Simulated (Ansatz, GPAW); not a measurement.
Given: the input of a run of GPAW 26.7.0 (ASE script) on Si. This isn't the form of Si at room conditions, which is diamond.

The input run.py:

```python
from ase.dft.bandgap import bandgap
from ase.io import read, write
from ase.units import GPa
from gpaw import GPAW, PW, setup_paths

setup_paths.insert(0, '.')

atoms = read('POSCAR')

calc = GPAW(mode=PW(600),
            xc='PBEsol',
            kpts={'size': (12, 12, 11), 'gamma': True},
            occupations={'name': 'methfessel-paxton', 'order': 0, 'width': 0.05},
            nbands=8,
            convergence={'density': 1e-05, 'energy': 1e-05},
            maxiter=150,
            txt='gpaw.txt')
atoms.calc = calc
energy = atoms.get_potential_energy()
forces = atoms.get_forces()
stress = atoms.get_stress()
calc.write('gs.gpw')
write('result.traj', atoms)
print(f'Energy: {energy:.6f} eV')
print('Forces (eV/A):')
print(forces.round(4))
print('Stress (GPa):', (stress / GPa).round(3))
print('Fermi level:', round(calc.get_fermi_level(), 4), 'eV')
print(f'Gap: {bandgap(calc)[0]:.4f} eV, direct: {bandgap(calc, direct=True)[0]:.4f} eV')
```

The input POSCAR:

```
Si
1.0
    2.6205428149      0.0000000000      0.0000000000
   -1.3102714075      2.2694566494      0.0000000000
    0.0000000000      0.0000000000      2.4663543900
Si
1
Direct
    0.0000000000      0.0000000000      0.0000000000
```

Potentials or basis: PAW data sets generated in the run's folder for this functional, pw.

Run with:

```sh
$ gpaw-setup -f PBEsol Si
$ OMP_NUM_THREADS=1 python run.py
```

Task: Translate it to Ansatz 0.2.0. Potentials or basis there: Ansatz PAW, cutoff 420 eV.

Result: As run (cutoffs and basis follow the program's own potentials, and thresholds, step limits or extra output files can differ):

Contents of input.yaml:

```yaml
crystal:
  lattice:
    - [2.6205428149, 0.0, 0.0]
    - [-1.3102714075, 2.2694566494, 0.0]
    - [0.0, 0.0, 2.46635439]
  atoms:
    - { symbol: Si, position: [0.0, 0.0, 0.0] }
hamiltonian:
  xc: pbesol
  pseudopotentials: { kind: paw }
kpoints:
  mp_grid: { grid: [12, 12, 11] }
scf:
  occupations: { method: gaussian, width: 0.05 }
output:
  forces: true
  stress: true
  eigenvalues: true
```

Potentials or basis: Ansatz PAW.

Run with:

```console
$ ansatz run input.yaml --threads 2 --pin off --max-ram 5632MiB --backend cpu --events-out ev --progress --plain --runs-dir out
```

Both were run:

|  | GPAW | Ansatz |
| --- | --- | --- |
| Pressure | 1.0 GPa | 0.5 GPa |

Ansatz's pressure holds a Pulay term of +0.03 GPa for its cutoff of 420 eV, which the other run lacks.

Ansatz's potentials were made for PBE.

Where Ansatz's input types no cutoff or centring, it takes its own default and a Γ-centred mesh.

Pressure is positive in compression.
